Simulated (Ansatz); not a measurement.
## Localised basis functions on generalised stacking fault on (110) of a KCl-RbCl solid solution (80 atoms)

Aim: test how closely localised support functions follow the reference on generalised stacking fault on (110) of a KCl-RbCl solid solution (80 atoms), and at what cost. A setting counts as converged where the r.m.s. difference of forces stays under 1 % of the r.m.s. force.

Method: Kohn-Sham DFT, PBE, PAW (set soft_2), plane waves, in Ansatz 0.2.0.

### 1. The starting structure

The cell holds 80 atoms: 13 Rb, 40 Cl and 27 K. Cell: a = 7.339 Å, b = 10.379 Å, c = 26.094 Å, α = 90.0°, β = 86.6°, γ = 90.0°. It derives from KCl and RbCl. CsCl-type KCl lattice (a = 3.6697 Å, the value set for the mixture), cell with z along [110], 2 x 2 x 5 periods; the third cell vector is tilted by 0.417 of [001] and lengthened by 0.1 Å, so the cell holds one fault; displaced by a Gaussian of 0.01 Å; 13 of 40 K sites given to Rb at random (lattice constant by Vegard's rule between KCl and RbCl).

Before any run, some limits are plain. The host structure and its lattice constant were typed by rule, without a check against the phase diagram.

### 2. Plane-wave single point

The first run fixes the reference, at a cutoff of 420 eV.

input.yaml

```yaml
crystal:
  lattice:
    - [7.3394, 0.0, 0.0]
    - [0.0, 10.37948, 0.0]
    - [1.52902, 0.0, 26.0487]
  atoms:
    - { symbol: Rb, position: [0.79173, 0.00092, 0.99566] }
    - { symbol: Cl, position: [0.2287, 0.00062, 0.09925] }
    - { symbol: K, position: [0.2931, 0.99894, 0.99608] }
    - { symbol: Cl, position: [0.73063, 0.9991, 0.09992] }
    - { symbol: K, position: [0.79019, 0.49869, 0.99572] }
    - { symbol: Cl, position: [0.2308, 0.49817, 0.09923] }
    - { symbol: K, position: [0.29001, 0.49943, 0.99551] }
    - { symbol: Cl, position: [0.73229, 0.49891, 0.09929] }
    - { symbol: K, position: [0.98083, 0.25071, 0.09866] }
    - { symbol: Cl, position: [0.2098, 0.24935, 0.19882] }
    - { symbol: Rb, position: [0.47934, 0.24975, 0.0991] }
    - { symbol: Cl, position: [0.71015, 0.24953, 0.19853] }
    - { symbol: K, position: [0.96057, 0.99888, 0.19899] }
    - { symbol: Cl, position: [0.18853, 0.00132, 0.29812] }
    - { symbol: Rb, position: [0.45838, 0.00078, 0.19902] }
    - { symbol: Cl, position: [0.68818, 0.99887, 0.29884] }
    - { symbol: K, position: [0.97793, 0.74814, 0.09963] }
    - { symbol: Cl, position: [0.2075, 0.75033, 0.19914] }
    - { symbol: K, position: [0.48082, 0.75142, 0.09866] }
    - { symbol: Cl, position: [0.70973, 0.74958, 0.1989] }
    - { symbol: K, position: [0.95829, 0.50196, 0.19937] }
    - { symbol: Cl, position: [0.18759, 0.49997, 0.29846] }
    - { symbol: K, position: [0.45859, 0.50155, 0.19845] }
    - { symbol: Cl, position: [0.68856, 0.49973, 0.29901] }
    - { symbol: K, position: [0.93616, 0.24855, 0.29879] }
    - { symbol: Cl, position: [0.1665, 0.25023, 0.39814] }
    - { symbol: K, position: [0.43906, 0.24952, 0.29866] }
    - { symbol: Cl, position: [0.66468, 0.25172, 0.39778] }
    - { symbol: Rb, position: [0.9144, 0.99859, 0.39799] }
    - { symbol: Cl, position: [0.14607, 0.00269, 0.49788] }
    - { symbol: Rb, position: [0.41397, 0.00218, 0.39826] }
    - { symbol: Cl, position: [0.64664, 0.99894, 0.49801] }
    - { symbol: K, position: [0.93782, 0.74991, 0.29759] }
    - { symbol: Cl, position: [0.16534, 0.75149, 0.3978] }
    - { symbol: Rb, position: [0.43783, 0.75012, 0.2985] }
    - { symbol: Cl, position: [0.66735, 0.7496, 0.39834] }
    - { symbol: K, position: [0.91769, 0.50076, 0.39757] }
    - { symbol: Cl, position: [0.14368, 0.49905, 0.49769] }
    - { symbol: K, position: [0.41788, 0.49924, 0.39807] }
    - { symbol: Cl, position: [0.64549, 0.50026, 0.49752] }
    - { symbol: Rb, position: [0.89659, 0.24981, 0.49807] }
    - { symbol: Cl, position: [0.12418, 0.24918, 0.5978] }
    - { symbol: K, position: [0.39704, 0.25017, 0.49754] }
    - { symbol: Cl, position: [0.62657, 0.24835, 0.59776] }
    - { symbol: K, position: [0.87635, 0.99892, 0.59714] }
    - { symbol: Cl, position: [0.10648, 0.99979, 0.6969] }
    - { symbol: K, position: [0.37896, 0.99889, 0.59774] }
    - { symbol: Cl, position: [0.60312, 0.00089, 0.6967] }
    - { symbol: K, position: [0.89807, 0.75044, 0.49765] }
    - { symbol: Cl, position: [0.12506, 0.74896, 0.59783] }
    - { symbol: K, position: [0.39896, 0.75048, 0.49779] }
    - { symbol: Cl, position: [0.62484, 0.74877, 0.59786] }
    - { symbol: K, position: [0.87529, 0.49884, 0.59711] }
    - { symbol: Cl, position: [0.10456, 0.4991, 0.69631] }
    - { symbol: Rb, position: [0.37572, 0.49942, 0.59705] }
    - { symbol: Cl, position: [0.60397, 0.50057, 0.69699] }
    - { symbol: Rb, position: [0.85543, 0.25001, 0.69702] }
    - { symbol: Cl, position: [0.08215, 0.24898, 0.79682] }
    - { symbol: K, position: [0.35463, 0.24964, 0.69698] }
    - { symbol: Cl, position: [0.58533, 0.25107, 0.79683] }
    - { symbol: K, position: [0.83525, 0.00029, 0.79629] }
    - { symbol: Cl, position: [0.06251, 0.9996, 0.89657] }
    - { symbol: K, position: [0.33538, 0.00109, 0.79594] }
    - { symbol: Cl, position: [0.5641, 0.00119, 0.896] }
    - { symbol: Rb, position: [0.85289, 0.74889, 0.69675] }
    - { symbol: Cl, position: [0.08101, 0.74988, 0.79577] }
    - { symbol: K, position: [0.35688, 0.74961, 0.69764] }
    - { symbol: Cl, position: [0.58446, 0.74917, 0.79655] }
    - { symbol: Rb, position: [0.83311, 0.50013, 0.79658] }
    - { symbol: Cl, position: [0.06512, 0.50137, 0.89549] }
    - { symbol: Rb, position: [0.33562, 0.50019, 0.79643] }
    - { symbol: Cl, position: [0.5653, 0.49923, 0.89666] }
    - { symbol: K, position: [0.81156, 0.24854, 0.89646] }
    - { symbol: Cl, position: [0.04348, 0.24951, 0.99587] }
    - { symbol: K, position: [0.31435, 0.24925, 0.89615] }
    - { symbol: Cl, position: [0.54166, 0.2492, 0.99604] }
    - { symbol: K, position: [0.81434, 0.74971, 0.89558] }
    - { symbol: Cl, position: [0.04156, 0.74949, 0.99572] }
    - { symbol: Rb, position: [0.31488, 0.75033, 0.89632] }
    - { symbol: Cl, position: [0.54486, 0.75161, 0.99571] }
kpoints:
  mp_grid: { grid: [2, 1, 1] }
hamiltonian:
  xc: pbe
scf:
  occupations: { method: fermi_dirac, width: 0.05 }
output:
  forces: true
  stress: true
  populations: true
  dos:
    method: { smearing: { sigma: 0.15 } }
    de: 0.1
    projected: { site_lists: { Cl: [Cl], K: [K], Rb: [Rb] } }
  eigenvalues: true
  write_density: true
  write_potential: true
  volumetric_format: npy
  elf: true
```

Command:

```
$ ansatz run input.yaml --threads 8 --pin off --max-ram 15872MiB --backend cpu --events-out ev --progress --plain --runs-dir out
```

Numbers of over 12 decimals in the logs are rounded to 6 here.

The log of the run:

```text
Engine: ansatz 0.2.0, aarch64-unknown-linux-gnu
Pseudopotentials: kind: paw
Pseudopotential: Rb, paw, valence charge 9, recommended cutoff 420 eV (normal), Rb.paw.azcp
Pseudopotential: Cl, paw, valence charge 7, recommended cutoff 420 eV (normal), Cl.paw.azcp
Pseudopotential: K, paw, valence charge 9, recommended cutoff 420 eV (normal), K.paw.azcp
[... 5 lines on functional and potentials left out ...]
Crystal: 80 atoms, lattice volume = 1984.368 Å³
Basis set: ecut = 420 eV, 38813 PW (Γ), exchange–correlation on 100×144×360 points (8 copies of the dense FFT grid, shifted against one another)
Bands: 400, of which v1, the nominal top of the filled ones, is band 320 counted from 1 (319 counted from 0)
Symmetry: 1 space group operations
Space group: P1 (ITA 1), of the structure as read, at distance tolerance 1.3e-4 Å
k-points: 2
[... 7 lines on functional and potentials left out ...]
Initial density: superposition of atomic densities (neutral atoms: chi_scale 0, normalization atom), corrected by the library's trained network
Initial wavefunctions: pseudopotential atomic-orbital guess
Functional: x = pbe(κ = 0.804, μ = 0.219515), c = pbe(β = 0.066725)
SCF iter   1: F=—  HF=-127320.283781 eV  |F-HF|=—  |Δ(HF+E_count)|=         —  Δρ=4.00e-4  dr2=1.11e-2  ethr=1.77e-3  ⟨swp⟩=12.5  Hψ=4908  notcnv=0  defer=27
preconditioner: auto → Resta (q_TF=auto, 2.259 Å⁻¹)  ε∞=2.9  [insulator: Δε(μ)=5.511 eV  Ē_g=14.318 eV  σ=0.050 eV  W_gap=1.00  n_scr=398 (ndim 8)  ℏωp=19.7 eV  f_vac=0.003  D(μ)=0.00/eV (n_scr^D=0)  ε∞_Penn≈2.9]
SCF iter   2: F=—  HF=-127320.259154 eV  |F-HF|=—  |Δ(HF+E_count)|=   2.46e-2  Δρ=2.25e-4  dr2=2.99e-3  ethr=1.74e-6  ⟨swp⟩=3.5  Hψ=1850  notcnv=0  defer=43
SCF iter   3: F=—  HF=-127320.258162 eV  |F-HF|=—  |Δ(HF+E_count)|=   9.92e-4  Δρ=9.46e-5  dr2=2.84e-4  ethr=4.67e-7  ⟨swp⟩=2.5  Hψ=1137  notcnv=0  defer=43
SCF iter   4: F=—  HF=-127320.258089 eV  |F-HF|=—  |Δ(HF+E_count)|=   7.23e-5  Δρ=3.57e-5  dr2=2.96e-5  ethr=4.43e-8  ⟨swp⟩=2.5  Hψ=1084  notcnv=0  defer=43
SCF iter   5: F=—  HF=-127320.256562 eV  |F-HF|=—  |Δ(HF+E_count)|=   1.53e-3  Δρ=7.69e-6  dr2=1.18e-6  ethr=4.62e-9  ⟨swp⟩=2.0  Hψ=1397  notcnv=0  defer=44
SCF iter   6: F=—  HF=-127320.256563 eV  |F-HF|=—  |Δ(HF+E_count)|=   7.68e-7  Δρ=2.10e-6  dr2=1.16e-7  ethr=1.84e-10  ⟨swp⟩=2.0  Hψ=1217  notcnv=0  defer=44
SCF iter   7: F=-127320.256563 eV  HF=-127320.256563 eV  |F-HF|=1.32e-9  |Δ(HF+E_count)|=   9.82e-9  Δρ=7.18e-7  dr2=8.88e-9  ethr=1.56e-11  ⟨swp⟩=19.0  Hψ=6938  notcnv=0
SCF 1 converged in 7 iterations: F = -127320.256563 eV  dr2 = 8.88e-9
  greatest PAW one-centre occupation: 0.988 electrons in one spin orbital (limit 2), on the K atom at site 8 (counted from 0), in its partial waves of l = 0
SCF converged after 7 iterations
Free energy (F): -127320.256563 eV
Harris-Foulkes:  -127320.256563 eV  (|F-HF|=1.32e-9)
Internal energy: -127320.256563 eV  (E = F + TS)
E sigma→0 (E₀):  -127320.256563 eV
Fermi energy:    6.452106 eV
--- Per-component energies (eV) ---
  E_band       = -3488.278747
  E_kinetic    = 15944.400980
  E_local      = -27224.196266  (includes V_loc(G=0)·N_el)
  E_nonlocal   = 3740.041460
  E_hartree    = 8204.772090
  E_xc         = -9711.301575
  E_vxc        = -11218.606908  (∫ρ·V_xc dr)
  E_paw        = -81520.648981  (= ΣΔE_a)
  E_vpaw       = -1139.462401  (= ΣTr[D̂ρ^β])
  E_aug_tail   = 0.003469  (compensation charges beyond the density's cutoff)
  E_ewald      = -36753.327740
  E_smearing   = -0.000000  (= −TS)
  E_closure    = 0.000000  (closes the sum)
  Σ components = -127320.256563   (vs F -127320.256563, Δ=0.00e0)
--- Forces (eV/Å), atoms counted from 1 ---
  atom   1  Rb     0.18743130    -0.02620900    -1.13046714
  atom   2  Cl    -0.26417688    -0.16636282     0.57399494
  atom   3  K      0.05814843     0.00202470    -0.84009984
  atom   4  Cl     0.01134270    -0.12003518     1.12472633
  atom   5  K      0.11420354     0.03036949    -0.82683346
  atom   6  Cl    -0.16590998     0.20085914     0.67983439
  atom   7  K      0.09002354     0.02502513    -0.78787217
  atom   8  Cl    -0.03813708     0.14921216     0.68795448
  atom   9  K     -0.09706275    -0.01042589     0.93843137
  atom  10  Cl    -0.21611410     0.17116352     0.14774369
  atom  11  Rb    -0.14037675     0.00872639     1.33346595
  atom  12  Cl     0.17784977     0.15029822     0.15658081
  atom  13  K     -0.03035352     0.04873748    -0.00809402
  atom  14  Cl    -0.19992497     0.09062443    -0.08457005
[...]
atom  79  Rb    -0.02665187     0.02412430    -0.02024211
  atom  80  Cl     0.06147483    -0.17182245    -0.60825196
  max |Σ_I F_I| component: 1.19e-5 eV/Å
--- Stress (GPa, compression-positive) ---
        5.185784       0.007912      -0.202747
        0.007912       4.680351      -0.002790
       -0.202747      -0.002790       6.450624
  P = ⅓ Tr σ = 5.4389 GPa (54.389 kbar)
--- Band table (eV) ---
  k-point 0: bands = ["-24.1645", "-24.1622", "-24.1594", "-24.1556", [... 384 levels ...], "12.0807", "12.0887", "12.1195", "12.2119", "12.2275", "12.2471", "12.2582", "12.2606", "12.2758", "12.2865", "12.3081", "12.3227"]
  k-point 1: bands = ["-24.1638", "-24.1606", "-24.1573", "-24.1506", [... 384 levels ...], "12.1025", "12.1226", "12.1655", "12.1812", "12.2140", "12.2389", "12.2491", "12.2727", "12.2874", "12.3062", "12.3389", "12.3458"]
--- Löwdin populations: 80 sites ---
  site symbol       q [e]
     0     Rb      8.1932
     1     Cl      7.6980
     2      K      8.2466
[...]
79     Cl      7.6988
  spilling = 0.004382 (of n_electrons = 640.000000)
```

Elapsed: 41 s, on 8 threads of Arm Neoverse V2, shared host; peak memory 6.8 GiB; 5.2 min of CPU time.

The run gave:

```
free energy                                      : -127320.2566 eV
free energy per atom                             : -1591.5032 eV/atom
SCF cycles                                       : 7
pressure                                         : 5.439 GPa
r.m.s. force component                           : 0.2549 eV/Å
longest force                                    : 1.46 eV/Å
Fermi energy                                     : 6.452 eV
gap (highest filled to lowest empty level) : 5.513 eV
spilling of the projection                       : 0.004382
```

The r.m.s. force component of 0.25 eV/Å and the pressure of 5.4 GPa set the scale for the differences below.

### 3. Support functions low

With localised support functions most steps grow linearly with size, though the diagonalisation grows faster unless the density matrix is cut; this run measures error and cost at this size. The level low gives here a grid of 30×48×108 points and a radius of 4.36 Å.

This step: Kohn-Sham DFT, PBE, PAW (set soft_2), localised support functions (low) (Ansatz 0.2.0).

input.yaml, the sections that differ from step 2:

```yaml
scf:
  occupations: { method: fermi_dirac, width: 0.05 }
  eigensolver: { kind: { support_functions: { accuracy: low } } }
  mixing: { beta: 0.2 }
  max_iter: 150
output:
  forces: true
  eigenvalues: true
# crystal, kpoints, hamiltonian: as in step 2
```

The log of the run:

```text
Warning: scf.eigensolver.kind.support_functions: disabling space-group detection — the functions' gradient is summed over unrotated k-points, so no spatial operation reduces the k-mesh or symmetrises the density; time reversal is kept, so that k and −k are solved as one point where they differ and the mesh holds both, and exact exchange and, on two spinor components, a DFT+U term hold to it where the run has them: [...]
settings of this run that can trade accuracy for cost: scf.eigensolver.kind.support_functions; scf.eigensolver.kind.support_functions.accuracy: low [...]
[...]
Crystal: 80 atoms, lattice volume = 1984.368 Å³
Basis set: ecut = 420 eV, 38813 PW (Γ), exchange–correlation on 100×144×360 points (8 copies of the dense FFT grid, shifted against one another)
Bands: 384, of which v1, the nominal top of the filled ones, is band 320 counted from 1 (319 counted from 0)
Symmetry: 1 space group operations
k-points: 2
[...]
Eigensolver: Support functions (low, 30×48×108 points, laid for a spacing of at most 0.246777 Å, radius 4.355941 Å, 3 species' potentials softened for the grid, 3 wholly corrected for its errors in the mean over positions, 3 with the egg-box correction, energy correction by stochastic trace)
[...]
SCF iter   1: F=—  HF=-127325.570683 eV  |F-HF|=—  |Δ(HF+E_count)|=         —  Δρ=3.81e-2  dr2=4.71e1  ethr=1.00e-1
[...]
SCF iter  14: F=—  HF=-127320.262532 eV  |F-HF|=—  |Δ(HF+E_count)|=   7.97e-4  Δρ=3.99e-5  dr2=3.64e-5  ethr=8.19e-9  κ⁻¹=2.4e-7(r=7)
SCF iter  15: F=-127320.263160 eV  HF=-127320.263160 eV  |F-HF|=6.10e-7  |Δ(HF+E_count)|=   6.28e-4  Δρ=1.19e-5  dr2=2.69e-6  ethr=5.69e-9
SCF 1 converged in 15 iterations: F = -127320.273591 eV  dr2 = 2.69e-6
[...]
SCF converged after 15 iterations
Stability not checked: this state was not tested for a lower state beside it, because the mixer in use, unlike msr1, does not test its closes by its own steps (another_mixer; see scf.mixing.algorithm and scf.lower_state_search)
Free energy (F): -127320.273591 eV
[...]
Internal energy: -127320.273591 eV  (E = F + TS)
E sigma→0 (E₀):  -127320.273591 eV
Fermi energy:    6.452009 eV
[...]
Σ components = -127320.273591   (vs F -127320.273591, Δ=0.00e0)
--- Forces (eV/Å), atoms counted from 1 ---
  atom   1  Rb     0.18730158    -0.02626175    -1.13070656
  atom   2  Cl    -0.26428325    -0.16638532     0.57445889
  atom   3  K      0.05730629     0.00213944    -0.84108261
  atom   4  Cl     0.01138505    -0.12003729     1.12462602
[...]
atom  80  Cl     0.06177886    -0.17179297    -0.60933784
  max |Σ_I F_I| component: 7.36e-3 eV/Å
--- Band table (eV) ---
[...]
```

Run time: 62 s. Hardware: 8 threads; peak memory 3.1 GiB; 8 min of CPU time.

The program notes that the band table was not solved further than the SCF left it and it switched symmetry off.

Keys that differ from the reference: support_functions.accuracy = "low", scf.max_iter = 150 and scf.mixing.beta = 0.2.

Forces differ from the reference by 0.29 meV/Å r.m.s., 0.11 % of their size, well within a tolerance of 1 %; the energy by -0.21 meV/atom. It took 62 s and 15 cycles; the reference's time can't be set against it, since the two runs asked for unlike analyses.

### 4. Support functions medium

The level medium is asked for. Here it resolves to the same grid and radius as in the run with support functions low, so the basis is not new.

This step: Kohn-Sham DFT, PBE, PAW (set soft_2), localised support functions (medium) (Ansatz 0.2.0).

input.yaml, the sections that differ from step 3:

```yaml
scf:
  occupations: { method: fermi_dirac, width: 0.05 }
  eigensolver: { kind: { support_functions: { accuracy: medium } } }
  mixing: { beta: 0.2 }
  max_iter: 150
# crystal, kpoints, hamiltonian, output: as in step 3
```

The log of the run:

```text
[...]
Crystal: 80 atoms, lattice volume = 1984.368 Å³
Basis set: ecut = 420 eV, 38813 PW (Γ), exchange–correlation on 100×144×360 points (8 copies of the dense FFT grid, shifted against one another)
Bands: 384, of which v1, the nominal top of the filled ones, is band 320 counted from 1 (319 counted from 0)
Symmetry: 1 space group operations
k-points: 2
[...]
Eigensolver: Support functions (medium, 30×48×108 points, laid for a spacing of at most 0.246777 Å, radius 4.355941 Å, 3 species' potentials softened for the grid, 3 wholly corrected for its errors in the mean over positions, 3 with the egg-box correction, energy correction by stochastic trace)
[...]
SCF iter   1: F=—  HF=-127325.570683 eV  |F-HF|=—  |Δ(HF+E_count)|=         —  Δρ=3.81e-2  dr2=4.71e1  ethr=1.00e-1
[...]
SCF iter  16: F=—  HF=-127320.263706 eV  |F-HF|=—  |Δ(HF+E_count)|=   5.46e-4  Δρ=8.02e-6  dr2=1.82e-6  ethr=4.21e-10  κ⁻¹=3.0e-6(r=7)
SCF iter  17: F=-127320.263706 eV  HF=-127320.263706 eV  |F-HF|=1.41e-7  |Δ(HF+E_count)|=   7.86e-8  Δρ=3.81e-6  dr2=4.00e-7  ethr=2.84e-10
SCF 1 converged in 17 iterations: F = -127320.273594 eV  dr2 = 4.00e-7
[...]
SCF converged after 17 iterations
[...]
Free energy (F): -127320.273594 eV
[...]
Internal energy: -127320.273594 eV  (E = F + TS)
E sigma→0 (E₀):  -127320.273594 eV
Fermi energy:    6.451970 eV
[...]
Σ components = -127320.273594   (vs F -127320.273594, Δ=0.00e0)
--- Forces (eV/Å), atoms counted from 1 ---
  atom   1  Rb     0.18728853    -0.02624182    -1.13086603
  atom   2  Cl    -0.26430473    -0.16638742     0.57432709
  atom   3  K      0.05737113     0.00211396    -0.84141459
  atom   4  Cl     0.01135988    -0.12004704     1.12455981
[...]
atom  80  Cl     0.06180167    -0.17181279    -0.60918747
  max |Σ_I F_I| component: 7.33e-3 eV/Å
--- Band table (eV) ---
[...]
```

The job ended after 67 s (8 threads; peak memory 3.1 GiB).

Keys that differ from the reference: support_functions.accuracy = "medium", scf.max_iter = 150 and scf.mixing.beta = 0.2.

Forces differ from the reference by 0.28 meV/Å r.m.s., 0.11 % of their size, well within a tolerance of 1 %; the energy by -0.21 meV/atom. It took 67 s and 17 cycles; the reference's time can't be set against it, since the two runs asked for unlike analyses.

[end of part 1 of 3]

[Logs are printed without paths, hosts, clocks, repeated set-up lines and the standing remarks that a program may print on its own settings, such as how far it seeks lower states.]

[Hosts, paths, dates, database ids (printed as entryN), source tags and the programs' standing remarks are cut or masked in the printed files.]
